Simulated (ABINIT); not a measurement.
Write the native input for ABINIT 10.8.3 (patched build) that does the following.

| Item | Value |
| --- | --- |
| Task | equation of state |
| Functional | PBEsol |
| Potentials or basis | JTH PAW PBE v2.0 |
| Cutoff | 707 eV |
| k mesh | 10 × 10 × 5 |
| Occupations | fermi-dirac, width 0.05 eV |
| Spin | no spin polarisation |
| Fine-grid cutoff | 1306.15 eV |

The system is CuO (Tenorite).

```
CELL_PARAMETERS angstrom
2.34465 -1.71340 0.00000
2.34465 1.71340 0.00000
-0.86055 0.00000 5.05944
ATOMIC_POSITIONS crystal
Cu 0.49680 0.00320 0.50000
Cu 0.00320 0.49680 0.00000
O 0.40560 0.57140 0.75370
O 0.57140 0.40560 0.25370
```

These files were run (other wordings do the same):

run.abi

```
# Datasets: one volume each
ndtset 7
getwfk -1
scalecart1 3*0.9795861087
scalecart2 3*0.9864848297
scalecart3 3*0.9932883884
scalecart4 3*1.0000000000
scalecart5 3*1.0066227096
scalecart6 3*1.0131594038
scalecart7 3*1.0196128224

# Pseudopotentials
pp_dirpath "./"
pseudos "Cu.GGA_PBE-JTH.xml, O.GGA_PBE-JTH.xml"

# Structure
acell 3*1.0
rprim
     4.4307463581    -3.2378567419     0.0000000000
     4.4307463581     3.2378567419     0.0000000000
    -1.6262120467     0.0000000000     9.5609491272
ntypat 2
znucl 29 8
natom 4
typat 1 1 2 2
xred
     0.4968000000     0.0032000000     0.5000000000
     0.0032000000     0.4968000000     0.0000000000
     0.4056000000     0.5714000000     0.7537000000
     0.5714000000     0.4056000000     0.2537000000
chkprim 0
chksymtnons 0
tolsym 1.0e-6

# Plane-wave basis
ecut 26.0
pawecutdg 48.0
pawxcdev 0

# k points
kptopt 1
ngkpt 10 10 5
nshiftk 1
shiftk 0.0 0.0 0.0

# Exchange and correlation
ixc -116133

# Bands and occupations
nband 30
occopt 3
tsmear 0.00183747

# SCF cycle
nstep 100
tolvrs 1.0e-9

# Output
iomode 3
prtwf 1
prtden 0
prteig 0
prtebands 0
```

Potentials or basis: JTH PAW PBE v2.0.

Command:

```sh
$ abinit run.abi > log 2>&1
```

It gave:

- Equilibrium volume: 10.05 Å³/atom
- Bulk modulus at fixed shape and positions: 186 GPa
- Pressure derivative of the bulk modulus: 4.8

Caveat: pressures at fixed basis lie under the slope of the energies; the cell was scaled at fixed shape and fractional positions, which overstates the stiffness of a crystal with free parameters, most of all of layers and chains; the PAW data sets were made with another functional, which shifts forces and pressure a little; the run has no spin polarisation, though such a crystal can be magnetic.

Wall time 38 min on 1 thread of Arm Neoverse V1 (shared host), peak memory 0.32 GiB.
